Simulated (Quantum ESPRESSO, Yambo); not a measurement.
An input for Yambo 5.3.0 (BAs (F-43m)):

```
HF_and_locXC
gw0
dyson
ppa
em1d
rim_cut
RandQpts= 1000000
RandGvec= 1 RL
EXXRLvcs= 100 Ry
VXCRLvcs= 400 Ry
Chimod= "HARTREE"
% BndsRnXp
 1 | 94 |
%
NGsBlkXp= 13 Ry
% LongDrXp
 1 | 1 | 1 |
%
% GbndRnge
 1 | 94 |
%
DysSolver= "n"
ExtendOut
PPAPntXp= 27.21138 eV
% QPkrange
 1 | 1 | 12 | 15 |
 7 | 7 | 12 | 15 |
%
```

```sh
OMP_NUM_THREADS=1 mpirun -n 8 yambo -F gw3.in -J gw3 -C gw3 > gw3.log
```

The stored states that it reads are on a 4×4×4 mesh. Symmetry: F-43m, No. 216, cubic system. The conventional cell has a = 4.777 Å, b = 4.777 Å, c = 4.777 Å, α = 90.00°, β = 90.00°, γ = 90.00°. Nearest to B lie 4 As at 2.07 Å. As has 4 B at 2.07 Å nearest. Farther neighbours are not listed.

Estimate wall time and host memory on 8 MPI ranks of Arm Neoverse V1, shared host.

It took 30 s; on shared hardware allow 15 s to 59 s. Peak host memory was 2.9 GiB.

The screening grows as filled bands × empty bands × pairs of k points, times the square of the screening basis for the matrix.

[Paths, hosts, dates, memory and timing lines, banners, echoed tables and standing remarks are left out of the program output.]

[Logs are printed without paths, hosts, clocks, repeated set-up lines and the standing remarks that a program may print on its own settings, such as how far it seeks lower states.]

[Runs of the session that timed out or met a known fault of the program may be left out.]

[Hosts, paths, dates, database ids (printed as entryN), source tags and the programs' standing remarks are cut or masked in the printed files.]
